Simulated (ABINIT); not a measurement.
# SnSe2 (P-3m1) in ABINIT: notebook

The runs below take SnSe2 through relaxation of cell and atoms, with r2SCAN, LDA.

All numbers are computed with ABINIT 10.8.3 (patched build); they aren't measurements. Logs are shortened: lines on timing, memory, paths and dates and some standing lists are left out, and cuts for length are marked. The log counts tension as positive stress, the text compression.

**1. Starting point**

Symmetry: P-3m1, No. 164, trigonal system. Conventional cell: a = 3.811 Å, b = 3.811 Å, c = 6.136 Å, α = 90.00°, β = 90.00°, γ = 120.00°. Around Sn (site symmetry -3m) lie 6 Se at 2.68 Å. Se (site symmetry 3m) is surrounded by 3 Sn at 2.68 Å.

**2. Relaxation of cell and atoms, r2SCAN**

run.abi

```
pp_dirpath "./"
pseudos "Sn.GGA_PBE-JTH.xml, Se.GGA_PBE-JTH.xml"

acell 3.811 3.811 6.136 Angstrom
rprim
     1.0000000000     0.0000000000     0.0000000000
    -0.5000000000     0.8660254038     0.0000000000
     0.0000000000     0.0000000000     1.0000000000
ntypat 2
znucl 50 34
natom 3
typat 1 2 2
xred
     0.0000000000     0.0000000000     0.0000000000
     0.6666666667     0.3333333333     0.7510000000
     0.3333333333     0.6666666667     0.2490000000
chkprim 0
chksymtnons 0
tolsym 1.0e-6

ecut 26.0
pawecutdg 48.0
pawovlp -1

kptopt 1
ngkpt 7 7 4
nshiftk 1
shiftk 0.0 0.0 0.0

ixc -497498
usekden 1
pawxcdev 0

nband 17
occopt 3
tsmear 0.00183747

nstep 100
tolvrs 1.0e-7

iomode 3
prtwf 0
prtden 0
prteig 0
prtebands 0
enunit 1

ionmov 22
ntime 60
tolmxf 0.0005
optcell 2
dilatmx 1.08
ecutsm 0.5
```

Potentials or basis: JTH PAW PBE v2.0.

Command:

```
> mpirun --bind-to none -np 4 abinit run.abi > log 2>&1
```

run.abo:

```text
.Version 10.8.3 of ABINIT
 Symmetries : space group P-3 m 1 (#164); Bravais hP (primitive hexag.)
================================================================================
 Values of the parameters that define the memory need of the present run
     intxc =       0    ionmov =      22      iscf =      17    lmnmax =      18
     lnmax =       6     mgfft =      60  mpssoang =       3    mqgrid =    3906
     natom =       3  nloc_mem =       2    nspden =       1   nspinor =       1
    nsppol =       1      nsym =      12    n1xccc =       1    ntypat =       2
    occopt =       3   xclevel =       2
       mpw =        4187          nfft =       77760          nkpt =          28
Pmy_natom=         1
 PAW method is used; the additional fine FFT grid is defined by:
   mgfftf=        80    nfftf =    200000
================================================================================
================================================================================

--------------------------------------------------------------------------------
------------- Echo of variables that govern the present computation ------------
--------------------------------------------------------------------------------
 -outvars: echo values of preprocessed input variables --------
            acell      7.2017462658E+00  7.2017462658E+00  1.1595359509E+01 Bohr
              amu      1.18710000E+02  7.89600000E+01
          chkprim           0
      chksymtnons           0
          dilatmx      1.08000000E+00
             ecut      2.60000000E+01 Hartree
           ecutsm      5.00000000E-01 Hartree
           enunit           1
           ionmov          22
              ixc     -497498
         kptrlatt        7    0    0      0    7    0      0    0    4
          kptrlen      4.63814380E+01
            natom           3
            nband          17
            ngfft          36      36      60
          ngfftdg          50      50      80
             nkpt          28
            nstep         100
             nsym          12
            ntime          60
           ntypat           2
           occopt           3
          optcell           2
        pawecutdg      4.80000000E+01 Hartree
          pawovlp     -1.0000000000E+00
         pawxcdev           0
           prtden           0
        prtebands           0
           prteig           0
          prtkden           1
            prtwf           0
            rprim      1.0000000000E+00  0.0000000000E+00  0.0000000000E+00
                      -5.0000000000E-01  8.6602540380E-01  0.0000000000E+00
                       0.0000000000E+00  0.0000000000E+00  1.0000000000E+00
          spgroup         164
           tolmxf      5.00000000E-04
           tolsym      1.00000000E-06
           tolvrs      1.00000000E-07
           tsmear      1.83747000E-03 Hartree
            typat      1  2  2
          usekden           1
           useylm           1
           xangst      0.0000000000E+00  0.0000000000E+00  0.0000000000E+00
                       1.9055000000E+00  1.1001409380E+00  4.6081360000E+00
                       3.9252476502E-17  2.2002818759E+00  1.5278640000E+00
            xcart      0.0000000000E+00  0.0000000000E+00  0.0000000000E+00
                       3.6008731329E+00  2.0789650726E+00  8.7081149909E+00
                       7.4176430353E-17  4.1579301453E+00  2.8872445176E+00
             xred      0.0000000000E+00  0.0000000000E+00  0.0000000000E+00
                       6.6666666667E-01  3.3333333333E-01  7.5100000000E-01
                       3.3333333333E-01  6.6666666667E-01  2.4900000000E-01
            znucl       50.00000   34.00000

================================================================================

 chkinp: Checking input parameters for consistency.

================================================================================
== DATASET  1 ==================================================================

--- !DatasetInfo
iteration_state: {dtset: 1, }
dimensions: {natom: 3, nkpt: 28, mband: 17, nsppol: 1, nspinor: 1, nspden: 1, mpw: 4187, }
cutoff_energies: {ecut:  26.0, pawecutdg:  48.0, }
electrons: {nelect:   2.60000000E+01, charge:   0.00000000E+00, occopt:   3.00000000E+00, tsmear:   1.83747000E-03, }
meta: {optdriver: 0, ionmov: 22, optcell: 2, iscf: 17, paral_kgb: 0, }
...

 Real(R)+Recip(G) space primitive vectors, cartesian coordinates (Bohr,Bohr^-1):
 R(1)=  7.2017463  0.0000000  0.0000000  G(1)=  0.1388552  0.0801681  0.0000000
[... 26 lines left out ...]
 basis_size (lnmax)=  4 (lmn_size=  8), orbitals=   0   0   1   1
 Spheres core radius: rc_sph= 2.21132333
 Shapefunction is BESSEL type: shapef(r,l)=aa(1,l)*jl(q(1,l)*r)+aa(2,l)*jl(q(2,l)*r)
 Radius for shape functions =  2.00656599
 Compensation charge density is not taken into account in XC energy/potential

   2.29087519E+03                                ecore*ucvol(ha*bohr**3)
--------------------------------------------------------------------------------

================================================================================

=== [ionmov=22] Limited-memory Broyden-Fletcher-Goldfarb-Shanno method
================================================================================

--- Iteration: ( 1/60) Internal Cycle: (1/1)
--------------------------------------------------------------------------------

---SELF-CONSISTENT-FIELD CONVERGENCE--------------------------------------------
[... 900 lines left out ...]
 Difference of energy with previous step (new-old):
           Absolute (Ha)=-1.77753E-06
           Relative     =-3.63904E-08

 At Broyd/MD step   8, gradients are converged :
  max grad (force/stress) = 3.5165E-04 < tolmxf= 5.0000E-04 ha/bohr (free atoms)

================================================================================

 ----iterations are completed or convergence reached----

 Mean square residual over all n,k,spin=   39.847E-11; max=  85.340E-09
 reduced coordinates (array xred) for    3 atoms
       0.000000000000     -0.000000000000     -0.000000000000
       0.666666666667      0.333333333333      0.761233969710
       0.333333333333      0.666666666667      0.238766030290
 rms dE/dt=  2.0619E-03; max dE/dt=  4.3740E-03; dE/dt below (all hartree)
    1       0.000000000000      0.000000000000      0.000000000000
    2      -0.000000000000     -0.000000000000      0.004374015105
    3      -0.000000000000     -0.000000000000     -0.004374015105

 cartesian coordinates (angstrom) at end:
    1      0.00000000000000    -0.00000000000000    -0.00000000000000
    2      1.92124003018968     1.10922844862783     5.01054281737077
    3      0.00000000000000     2.21845689725565     1.57158963696374

 cartesian forces (hartree/bohr) at end:
    1     -0.00000000000000    -0.00000000000000    -0.00000000000000
    2      0.00000000000000     0.00000000000000    -0.00035165337805
    3      0.00000000000000     0.00000000000000     0.00035165337805
 frms,max,avg= 1.6577099E-04 3.5165338E-04   0.000E+00  0.000E+00  0.000E+00 h/b

 cartesian forces (eV/Angstrom) at end:
    1     -0.00000000000000    -0.00000000000000    -0.00000000000000
    2      0.00000000000000     0.00000000000000    -0.01808274374680
    3      0.00000000000000     0.00000000000000     0.01808274374680
 frms,max,avg= 8.5242872E-03 1.8082744E-02   0.000E+00  0.000E+00  0.000E+00 e/A
 length scales=  7.261234958379  7.261234958476 12.438427663141 bohr
              =  3.842480060379  3.842480060431  6.582132454335 angstroms
 Fermi (or HOMO) energy (eV) =   1.36654   Average Vxc (eV)=  -9.73566
 Eigenvalues (   eV  ) for nkpt=  28  k points:
 kpt#   1, nband= 17, wtk=  0.00510, kpt=  0.0000  0.0000  0.0000 (reduced coord)
 -21.00628  -21.00628  -20.96623  -20.95536  -20.95536  -13.26664  -11.71985   -5.05231
   0.26200    0.26200    0.49309    0.61963    0.61963    2.31385    4.40208    5.86279
   5.86279
 prteigrs : prtvol=0 or 1, do not print more k-points.

--- !EnergyTerms
iteration_state     : {dtset: 1, itime: 8, icycle: 1, }
comment             : Components of total free energy in Hartree
kinetic             :  1.85845117870289E+01
hartree             :  3.94928376058769E+01
xc                  : -1.86808875513763E+01
Ewald energy        : -5.22446583917619E+01
psp_core            :  4.03352108687526E+00
local_psp           : -1.01771551909311E+02
PAW spherical_terms :  6.17401296488942E+01
internal            : -4.88460977237739E+01
'-kT*entropy'       : -8.53095783644039E-08
total_energy        : -4.88460978090835E+01
total_energy_eV     : -1.32917003409194E+03
...

--- !EnergyTermsDC
iteration_state     : {dtset: 1, itime: 8, icycle: 1, }
comment             : '"Double-counting" decomposition of free energy'
band_energy         : -1.02497283137916E+01
Ewald energy        : -5.22446583917619E+01
psp_core            :  4.03352108687526E+00
xc_dc               : -4.60962603328378E+01
PAW spherical_terms :  5.57110265186184E+01
internal            : -4.88460994328977E+01
'-kT*entropy'       : -8.53095783644039E-08
total_energy_dc     : -4.88460995182073E+01
total_energy_dc_eV  : -1.32917008059957E+03
...

--- !EnergyTermsWithPAWCore
iteration_state     : {dtset: 1, itime: 8, icycle: 1, }
comment             : 'Components of total free energy, including PAW core contributions'
Total energy        : -1.10387695348005E+04
Total energy DC     : -1.10387695365096E+04
Total energy (eV)   : -3.00380221491824E+05
Total energy DC (eV): -3.00380221538332E+05
...

 rms coord change=  4.8243E-03   atom, delta coord (reduced):
     1        0.000000000000     -0.000000000000     -0.000000000000
     2        0.000000000000      0.000000000000      0.010233969710
     3        0.000000000000      0.000000000000     -0.010233969710

 Cartesian components of stress tensor (hartree/bohr^3)
  sigma(1 1)=  4.00955848E-07  sigma(3 2)=  0.00000000E+00
  sigma(2 2)=  4.00955593E-07  sigma(3 1)=  0.00000000E+00
  sigma(3 3)= -1.05457422E-06  sigma(2 1)=  0.00000000E+00

-Cartesian components of stress tensor (GPa)         [Pressure=  2.4779E-03 GPa]
- sigma(1 1)=  1.17965283E-02  sigma(3 2)=  0.00000000E+00
- sigma(2 2)=  1.17965208E-02  sigma(3 1)=  0.00000000E+00
- sigma(3 3)= -3.10266447E-02  sigma(2 1)=  0.00000000E+00

== END DATASET(S) ==============================================================
================================================================================

 -outvars: echo values of variables after computation  --------
            acell      7.2612349584E+00  7.2612349585E+00  1.2438427663E+01 Bohr
           etotal     -4.8846099518E+01
            fcart     -2.3732780342E-27 -5.0241132770E-27 -0.0000000000E+00
                       3.5873240687E-43  4.5673757064E-27 -3.5165337805E-04
                       2.3732780342E-27  4.5673757064E-28  3.5165337805E-04
            rprim      1.0000000000E+00  0.0000000000E+00  0.0000000000E+00
                      -4.9999999999E-01  8.6602540379E-01  0.0000000000E+00
                       0.0000000000E+00  0.0000000000E+00  1.0000000000E+00
           strten      4.0095584846E-07  4.0095559323E-07 -1.0545742169E-06
                       0.0000000000E+00  0.0000000000E+00  0.0000000000E+00
           xangst      6.7248314314E-26 -4.3990758492E-26 -1.9757201498E-17
                       1.9212400302E+00  1.1092284486E+00  5.0105428174E+00
                       4.2164967156E-17  2.2184568973E+00  1.5715896370E+00
             xred      1.0891465252E-26 -1.3219626834E-26 -3.0016414338E-18
                       6.6666666667E-01  3.3333333333E-01  7.6123396971E-01
                       3.3333333333E-01  6.6666666667E-01  2.3876603029E-01
 Calculation completed.
```

Run time: 14 min. Hardware: 4 MPI ranks of AMD EPYC, shared host; peak memory 0.76 GiB.

Results:

```
Free energy                                           : -1329.1701 eV
Relaxed volume                                        : 28.05 Å³/atom
Relaxed cell                                          : a = 3.842 Å, b = 3.842 Å, c = 6.582 Å, α = 90.00°, β = 90.00°, γ = 120.00°
Space group after relaxing (to 0.05 Å)                : P-3m1 (No. 164)
Energy gained by relaxing                             : 17.6 meV/atom
Ionic steps                                           : 8
Pressure after relaxing                               : 0.0 GPa
Largest force after relaxing                          : 0.018 eV/Å
Band gap on the k mesh                                : 1.12 eV, indirect (least direct gap 1.47 eV)
Valence electrons inside the program's atomic spheres : Sn 11.81; Se 3.95
```

Forces on the atoms (eV/Å):
```
Sn   0.000  0.000  0.000
Se   0.000  0.000 -0.018
Se   0.000  0.000  0.018
```

The path:
| step | energy change (eV) | largest force (eV/Å) | pressure (GPa) | volume (Å³) |
| --- | --- | --- | --- | --- |
| 1 | 0.0000 | 0.5135 | 3.59 | 77.18 |
| 2 | -0.0214 | 0.3388 | 2.51 | 78.03 |
| 3 | -0.0435 | 0.0332 | 0.18 | 80.28 |
| 4 | -0.0445 | 0.0494 | -0.03 | 80.70 |
| 5 | -0.0472 | 0.0391 | -0.32 | 81.88 |
| 6 | -0.0506 | 0.1498 | -0.56 | 83.20 |
| 7 | -0.0529 | 0.0417 | -0.22 | 83.74 |
| 8 | -0.0529 | 0.0181 | 0.00 | 84.16 |

Final structure:
```
CELL_PARAMETERS angstrom
3.84248 0.00000 0.00000
-1.92124 3.32769 0.00000
0.00000 0.00000 6.58213
ATOMIC_POSITIONS crystal
Sn 0.00000 0.00000 0.00000
Se 0.66667 0.33333 0.76123
Se 0.33333 0.66667 0.23877
```

Caveat: totals of a meta-GGA on PAW files have another zero than those of a GGA; the PAW data sets were made with another functional, which shifts forces and pressure a little; spin-orbit coupling is left out, which moves the levels of the heavy elements; an odd mesh through Γ misses points on the zone boundary, where band edges often lie.

**3. Relaxation of cell and atoms, LDA**

Edit run.abi of step 2 so:

```diff
@@ -1,3 +1,3 @@
 pp_dirpath "./"
-pseudos "Sn.GGA_PBE-JTH.xml, Se.GGA_PBE-JTH.xml"
+pseudos "Sn.LDA_PW-JTH.xml, Se.LDA_PW-JTH.xml"
 
@@ -20,4 +20,4 @@
 
-ecut 26.0
-pawecutdg 48.0
+ecut 22.0
+pawecutdg 44.0
 pawovlp -1
@@ -25,3 +25,3 @@
 kptopt 1
-ngkpt 7 7 4
+ngkpt 8 8 5
 nshiftk 1
@@ -29,5 +29,3 @@
 
-ixc -497498
-usekden 1
-pawxcdev 0
+ixc 7
 
@@ -38,3 +36,3 @@
 nstep 100
-tolvrs 1.0e-7
+tolvrs 1.0e-9
 
@@ -47,3 +45,3 @@
 
-ionmov 22
+ionmov 2
 ntime 60
```

Potentials or basis: JTH PAW LDA v2.0.

Command:

```
> abinit run.abi > log 2>&1
```

Wall time 9.1 min (1 thread of Intel Xeon 6975P-C (Granite Rapids), shared host); peak memory 0.18 GiB.

Results (log left out):

- Free energy: -2428.6760 eV
- Relaxed volume: 24.50 Å³/atom
- Relaxed cell: a = 3.803 Å, b = 3.803 Å, c = 5.868 Å, α = 90.00°, β = 90.00°, γ = 120.00°
- Space group after relaxing (to 0.05 Å): P-3m1 (No. 164)
- Energy gained by relaxing: 12.5 meV/atom
- Ionic steps: 13
- Pressure after relaxing: 0.0 GPa
- Band gap on the k mesh: 0.32 eV, indirect (least direct gap 0.64 eV)
- Valence electrons inside the program's atomic spheres: Sn 11.93; Se 3.92

Forces in eV/Å, atoms in the order of the input:
```
Sn   0.000  0.000  0.000
Se   0.000  0.000 -0.003
Se   0.000  0.000  0.003
```

The path:
```tsv
step	energy change (eV)	largest force (eV/Å)	pressure (GPa)	volume (Å³)
1	0.0000	0.4810	0.79	77.18
2	-0.0059	0.3988	0.43	77.36
3	-0.0176	0.0853	-0.82	77.90
4	-0.0189	0.0602	-0.83	77.76
5	-0.0238	0.0014	-0.40	76.56
6	-0.0246	0.0252	-0.10	76.14
7	-0.0253	0.0612	0.16	75.79
8	-0.0263	0.0952	0.40	75.40
9	-0.0289	0.1424	0.75	74.56
10	-0.0323	0.1587	0.97	73.57
11	-0.0354	0.1142	0.75	73.12
12	-0.0372	0.0323	0.16	73.39
13	-0.0374	0.0026	0.00	73.51
```

Final structure:
```
Sn Se
1.0
     3.80325    0.00000    0.00000
    -1.90163    3.29371    0.00000
     0.00000    0.00000    5.86822
Sn Se
1 2
Direct
  0.00000 0.00000 0.00000
  0.66667 0.33333 0.73154
  0.33333 0.66667 0.26846
```

Levels at points of the mesh, in eV from the valence-band top:
```tsv
k point	band 9	band 10	band 11	band 12	band 13	band 14	band 15	band 16	band 17
(0.00, 0.00, 0.00)	-0.84	-0.84	-0.67	-0.67	-0.10	0.55	2.71	4.40	4.40
(0.50, 0.00, 0.00)	-4.59	-3.54	-2.91	-1.96	-0.42	1.07	3.30	4.72	4.73
```

Caveat: spin-orbit coupling is left out, which moves the levels of the heavy elements; an odd mesh through Γ misses points on the zone boundary, where band edges often lie.
